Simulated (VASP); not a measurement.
# BaO (Fm-3m) in VASP: Born charges and dielectric tensor with LDA

Aim: the Born charges and dielectric tensor of BaO with LDA.

Everything below comes from runs of VASP 6.6.1. Logs are shortened: lines on timing, memory, paths and dates and some standing lists are left out, and cuts for length are marked.

## 1. Starting point

It takes space group Fm-3m (No. 225, cubic). Conventional cell: a = 5.478 Å, b = 5.478 Å, c = 5.478 Å, α = 90.00°, β = 90.00°, γ = 90.00°. Ba (site symmetry m-3m) has 6 O at 2.74 Å as nearest neighbours. O (site symmetry m-3m) has 6 Ba at 2.74 Å as nearest neighbours.

The cell is a database's computed one.

## 2. Born charges and dielectric tensor, LDA

INCAR reads:

```
SYSTEM = BaO
PREC = Accurate
ENCUT = 600
EDIFF = 1E-8
ISMEAR = 0
SIGMA = 0.02
LREAL = .False.
LASPH = .True.
NELM = 80
ALGO = Normal
ISIF = 2
LWAVE = .False.
LCHARG = .False.
LEPSILON = .True.
IBRION = 8
NSW = 1
```

KPOINTS reads:

```
Automatic mesh
0
Gamma
  8 8 8
  0 0 0
```

POSCAR reads:

```
BaO
1.0
    0.0000000000      2.7389500000      2.7389500000
    2.7389500000      0.0000000000      2.7389500000
    2.7389500000      2.7389500000      0.0000000000
Ba O
1 1
Direct
    0.0000000000      0.0000000000      0.0000000000
    0.5000000000      0.5000000000      0.5000000000
```

Potentials or basis: VASP PAW LDA potentials, release 64 (Ba_sv, O).

The run is started by

```
$ cat potpaw_LDA.64/Ba_sv/POTCAR potpaw_LDA.64/O/POTCAR > POTCAR
$ mpirun -np 1 vasp_std > vasp.out
```

OUTCAR:

```text
SYSTEM = BaO
   PREC = Accurate
   ENCUT = 600
   EDIFF = 1E-8
   ISMEAR = 0
   LREAL = .False.
   LASPH = .True.
   NELM = 80
   ISIF = 2
   LEPSILON = .True.
   IBRION = 8
   NSW = 1

 ion  position               nearest neighbor table
   1  0.000  0.000  0.000-   2 2.74   2 2.74   2 2.74   2 2.74   2 2.74   2 2.74
   2  0.500  0.500  0.500-   1 2.74   1 2.74   1 2.74   1 2.74   1 2.74   1 2.74

  LATTYP: Found a face centered cubic cell.
 ALAT       =     5.4779000000

  Lattice vectors:

 A1 = (   0.0000000000,   2.7389500000,   2.7389500000)
 A2 = (   2.7389500000,   0.0000000000,   2.7389500000)
 A3 = (   2.7389500000,   2.7389500000,   0.0000000000)

Analysis of symmetry for initial positions (statically):
=====================================================================
 Subroutine PRICEL returns:
 Original cell was already a primitive cell.

 Routine SETGRP: Setting up the symmetry group for a
 face centered cubic supercell.

 Subroutine GETGRP returns: Found 48 space group operations
 (whereof 48 operations were pure point group operations)
 out of a pool of 48 trial point group operations.

The static configuration has the point symmetry O_h .

Analysis of symmetry for dynamics (positions and initial velocities):
=====================================================================
 Subroutine PRICEL returns:
 Original cell was already a primitive cell.

 Routine SETGRP: Setting up the symmetry group for a
 face centered cubic supercell.

 Subroutine GETGRP returns: Found 48 space group operations
 (whereof 48 operations were pure point group operations)
 out of a pool of 48 trial point group operations.

The dynamic configuration has the point symmetry O_h .

 Subroutine INISYM returns: Found 48 space group operations
 (whereof 48 operations are pure point group operations),
 and found     1 'primitive' translations

----------------------------------------------------------------------------------------

                                     Primitive cell

  volume of cell :      41.0944

  direct lattice vectors                    reciprocal lattice vectors
     0.000000000  2.738950000  2.738950000    -0.182551708  0.182551708  0.182551708
     2.738950000  0.000000000  2.738950000     0.182551708 -0.182551708  0.182551708
     2.738950000  2.738950000  0.000000000     0.182551708  0.182551708 -0.182551708

  length of vectors
     3.873460237  3.873460237  3.873460237     0.316188833  0.316188833  0.316188833

  position of ions in fractional coordinates (direct lattice)
     0.000000000  0.000000000  0.000000000
     0.500000000  0.500000000  0.500000000

  ion indices of the primitive-cell ions
   primitive index   ion index
                 1           1
                 2           2

----------------------------------------------------------------------------------------

 KPOINTS: Automatic mesh

Automatic generation of k-mesh.
 Grid dimensions read from file:
 generate k-points for:    8    8    8

 Generating k-lattice:

  Cartesian coordinates                     Fractional coordinates (reciprocal lattice)
[... 510 lines left out ...]
  ---------------------------------------------------
  free energy    TOTEN  =        -0.41020444 eV

  energy without entropy =       -0.41020444

------------------------ aborting loop because EDIFF is reached ----------------------------------------

--------------------------------------- Ionic step        2  -------------------------------------------

------------------------ aborting loop because EDIFF is reached ----------------------------------------

--------------------------------------- Ionic step        3  -------------------------------------------

------------------------ aborting loop because EDIFF is reached ----------------------------------------

 PIEZOELECTRIC TENSOR FIELD DIRECTION 3  (e Angst)
 -----------------------------------------------------------------------------
     0.00019  0.00000 -0.00000           ( -0.00001  0.00000 -0.00000)
     0.00000  0.00019 -0.00000           (  0.00000 -0.00001  0.00000)
    -0.00000  0.00000 -0.00089           ( -0.00000  0.00000 -0.00001)

 PIEZOELECTRIC TENSOR FIELD DIRECTION 3  (C/m^2)
 -----------------------------------------------------------------------------
     0.00008  0.00000 -0.00000
     0.00000  0.00008 -0.00000
    -0.00000  0.00000 -0.00035

--------------------------------------- Ionic step        4  -------------------------------------------

------------------------ aborting loop because EDIFF is reached ----------------------------------------

[... ionic steps 5 to 6 ...]

--------------------------------------- Ionic step        7  -------------------------------------------

 Free energy of the ion-electron system (eV)
  ---------------------------------------------------
  ---------------------------------------------------
  free energy    TOTEN  =        -0.36078127 eV

  energy without entropy =       -0.36078127

------------------------ aborting loop because EDIFF is reached ----------------------------------------

 INTERNAL STRAIN TENSOR  FOR ION    2  DIRECTION 1   (eV/Angst):
 -----------------------------------------------------------------------------
    -0.01929 -0.00000  0.00000
    -0.00000  0.00022  0.00000
     0.00000  0.00000  0.00022

 MACROSCOPIC STATIC DIELECTRIC TENSOR (including local field effects in DFT)
 ------------------------------------------------------
           4.393760     0.000000    -0.000000
           0.000000     4.393760    -0.000000
           0.000000     0.000000     4.393760
 ------------------------------------------------------

 PIEZOELECTRIC TENSOR (including local field effects)  for field in x, y, z        (e  Angst)
          XX          YY          ZZ          XY          YZ          ZX
  --------------------------------------------------------------------------------
  x     0.00000     0.00000     0.00000     0.00000     0.00000     0.00000
  y     0.00000     0.00000     0.00000     0.00000     0.00000     0.00000
  z     0.00000     0.00000     0.00000     0.00000     0.00000     0.00000

 PIEZOELECTRIC TENSOR (including local field effects)  for field in x, y, z        (C/m^2)
          XX          YY          ZZ          XY          YZ          ZX
  --------------------------------------------------------------------------------
  x     0.00000     0.00000     0.00000     0.00000     0.00000     0.00000
  y     0.00000     0.00000     0.00000     0.00000     0.00000     0.00000
  z     0.00000     0.00000     0.00000     0.00000     0.00000     0.00000

 BORN EFFECTIVE CHARGES (including local field effects) (in |e|, cummulative output)
 ---------------------------------------------------------------------------------
 ion    1
    1     2.79873    -0.00000     0.00000
    2     0.00000     2.79873     0.00000
    3     0.00000     0.00000     2.79873
 ion    2
    1    -2.79873     0.00000     0.00000
    2    -0.00000    -2.79873     0.00000
    3     0.00000     0.00000    -2.79873

 INTERNAL STRAIN TENSOR FOR ION    2 for displacements in x,y,z  (eV/Angst):
          X           Y           Z          XY          YZ          ZX
  --------------------------------------------------------------------------------
  x     0.00000     0.00000     0.00000     0.00000     0.00000     0.00000
  y     0.00000     0.00000     0.00000     0.00000     0.00000     0.00000
  z     0.00000     0.00000     0.00000     0.00000     0.00000     0.00000

 SECOND DERIVATIVES (NOT SYMMETRIZED)
 ------------------------------------
               1X          1Y          1Z          2X          2Y          2Z
  1X    -0.648959    0.000000    0.000000    0.648959    0.000000    0.000000
  1Y     0.000000   -0.648959    0.000000    0.000000    0.648959    0.000000
  1Z     0.000000    0.000000   -0.648959    0.000000    0.000000    0.648959
  2X     0.627644    0.000000    0.000000   -0.627644    0.000000    0.000000
  2Y     0.000000    0.627644    0.000000    0.000000   -0.627644    0.000000
  2Z     0.000000    0.000000    0.627644    0.000000    0.000000   -0.627644

 Eigenvectors and eigenvalues of the dynamical matrix
 ----------------------------------------------------

   1 f  =    3.277575 THz    20.593612 2PiTHz  109.328137 cm-1    13.554955 meV
             X         Y         Z           dx          dy          dz
      0.000000  0.000000  0.000000    -0.327927    0.000000    0.000000
      2.738950  2.738950  2.738950     0.944703   -0.000000   -0.000000
[... 21 lines left out ...]
   6 f/i=    0.016954 THz     0.106524 2PiTHz    0.565518 cm-1     0.070115 meV
             X         Y         Z           dx          dy          dz
      0.000000  0.000000  0.000000     0.126232   -0.930768   -0.100995
      2.738950  2.738950  2.738950     0.043818   -0.323090   -0.035057

--------------------------------------------------------------------------------------------------------

 MACROSCOPIC STATIC DIELECTRIC TENSOR IONIC CONTRIBUTION
 ------------------------------------------------------
          54.028125     0.000000     0.000000
           0.000000    54.028125     0.000000
           0.000000     0.000000    54.028125
 ------------------------------------------------------

 ELASTIC MODULI CONTR FROM IONIC RELAXATION (kBar)
 Direction    XX          YY          ZZ          XY          YZ          ZX
 --------------------------------------------------------------------------------
 XX           0.0000      0.0000      0.0000      0.0000      0.0000      0.0000
 YY           0.0000      0.0000      0.0000      0.0000      0.0000      0.0000
 ZZ           0.0000      0.0000      0.0000      0.0000      0.0000      0.0000
 XY           0.0000      0.0000      0.0000      0.0000      0.0000      0.0000
 YZ           0.0000      0.0000      0.0000      0.0000      0.0000      0.0000
 ZX           0.0000      0.0000      0.0000      0.0000      0.0000      0.0000
 --------------------------------------------------------------------------------

 PIEZOELECTRIC TENSOR IONIC CONTR  for field in x, y, z        (C/m^2)
          XX          YY          ZZ          XY          YZ          ZX
  --------------------------------------------------------------------------------
  x     0.00000     0.00000     0.00000     0.00000     0.00000     0.00000
  y     0.00000     0.00000     0.00000     0.00000     0.00000     0.00000
  z     0.00000     0.00000     0.00000     0.00000     0.00000     0.00000
```

It took 2.7 min on 1 thread of Intel Xeon Platinum 8375C at 2.90GHz (Ice Lake), shared host; peak memory 0.26 GiB.

Results:

| Quantity | Value |
| --- | --- |
| Band gap on the k mesh | 1.70 eV, direct |
| Electronic dielectric tensor (diagonal) | 4.39 |
| Born charges (mean of the diagonal) | Ba +2.80; O -2.80 e |
| Highest phonon frequency at Γ, LO-TO splitting left out | 109 cm⁻¹ |

Phonon frequencies in cm⁻¹ (negative: imaginary):
```tsv
q point	frequencies
(0.000, 0.000, 0.000)	-1 -1 -1 109 109 109
```

Electronic dielectric tensor:
```
4.39 0.00 0.00
0.00 4.39 0.00
0.00 0.00 4.39
```

Born effective charge tensors (e):
atom 1, Ba
```
2.80 0.00 0.00
0.00 2.80 0.00
0.00 0.00 2.80
```
atom 2, O
```
-2.80  0.00  0.00
 0.00 -2.80  0.00
 0.00  0.00 -2.80
```

Caveat: spin-orbit coupling is left out, which moves the levels of the heavy elements. A k mesh can miss the band edges.
